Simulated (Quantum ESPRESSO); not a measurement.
The system is Ag.

```
CELL_PARAMETERS angstrom
0.00000 2.04275 2.04275
2.04275 0.00000 2.04275
2.04275 2.04275 0.00000
ATOMIC_POSITIONS crystal
Ag 0.00000 0.00000 0.00000
```

```yaml
Program: Quantum ESPRESSO 7.5
Task: phonons and electron-phonon coupling
Functional: PBE
Potentials_or_basis: SG15 PBE 1.2
Cutoff: 952 eV
Density_cutoff: 3810 eV
k_mesh: 12 × 12 × 12
Occupations: methfessel-paxton, width 0.272 eV
Spin: no spin polarisation
Mixing_beta: 0.5
Most_SCF_iterations: 120
SCF_threshold: 2e-10 Ry
q_mesh: 4 × 4 × 4
```

The cell and the atoms were relaxed first, to 17.86 Å³/atom (a = 2.934 Å, b = 2.934 Å, c = 2.934 Å, α = 60.00°, β = 60.00°, γ = 60.00°), and the response was taken there.

Levels for the coupling come from a 36 × 36 × 36 mesh; ten broadenings of the double delta from 0.07 to 0.68 eV; Tc from the McMillan formula in the Allen-Dynes form.

How strong is the electron-phonon coupling, and what superconducting temperature follows?

Over broadenings from 0.27 to 0.54 eV, λ lies between 0.15 and 0.16 and ω_log near 130 K, which gives Tc from 0.0 to 0.0 K at μ* = 0.10 and from 0.0 to 0.0 K at μ* = 0.13.

Electron-phonon coupling by broadening of the double delta (levels on a 36 × 36 × 36 mesh):
| broadening (eV) | λ | N(E_F) (states/eV a spin and cell) | ω_log (K) | Tc, μ* 0.10 (K) | Tc, μ* 0.13 (K) |
| --- | --- | --- | --- | --- | --- |
| 0.07 | 0.26 | 0.179 | 140 | 0.0 | 0.0 |
| 0.14 | 0.20 | 0.158 | 138 | 0.0 | 0.0 |
| 0.20 | 0.17 | 0.146 | 134 | 0.0 | 0.0 |
| 0.27 | 0.16 | 0.140 | 132 | 0.0 | 0.0 |
| 0.34 | 0.16 | 0.138 | 131 | 0.0 | 0.0 |
| 0.41 | 0.16 | 0.137 | 130 | 0.0 | 0.0 |
| 0.48 | 0.16 | 0.136 | 130 | 0.0 | 0.0 |
| 0.54 | 0.15 | 0.135 | 130 | 0.0 | 0.0 |
| 0.61 | 0.15 | 0.135 | 130 | 0.0 | 0.0 |
| 0.68 | 0.15 | 0.134 | 130 | 0.0 | 0.0 |

Coupling and linewidth of each mode at the computed q points (broadening 0.27 eV):
| q | cm⁻¹ | λ of the modes | linewidths (GHz) |
| --- | --- | --- | --- |
| (0.00, 0.00, 0.25) | 48 48 113 | 0.07 0.06 0.04 | 0 0 1 |
| (0.00, 0.00, -0.50) | 70 70 158 | 0.02 0.02 0.03 | 0 0 1 |
| (0.00, 0.25, 0.25) | 74 74 116 | 0.03 0.03 0.08 | 0 0 2 |
| (0.00, 0.25, -0.50) | 88 101 145 | 0.05 0.08 0.04 | 1 1 1 |
| (0.00, 0.25, -0.25) | 69 103 135 | 0.03 0.05 0.06 | 0 1 2 |
| (0.00, -0.50, -0.50) | 105 105 155 | 0.01 0.01 0.04 | 0 0 2 |
| (0.25, -0.50, -0.25) | 100 129 129 | 0.13 0.06 0.06 | 2 2 2 |

Phonon frequencies at the corners of the path (cm⁻¹, interpolated; i marks imaginary ones):
```csv
point,frequencies
Γ,0 0 0
X,105 105 155
W,100 129 129
K,94 120 140
L,70 70 158
U,94 120 140
```

The smallest broadenings aren't converged on these meshes, and μ* is assumed, not computed; spin fluctuations are left out.

Caveat: λ from interpolated matrix elements is rough: modes that symmetry makes equal can differ by tens of percent.
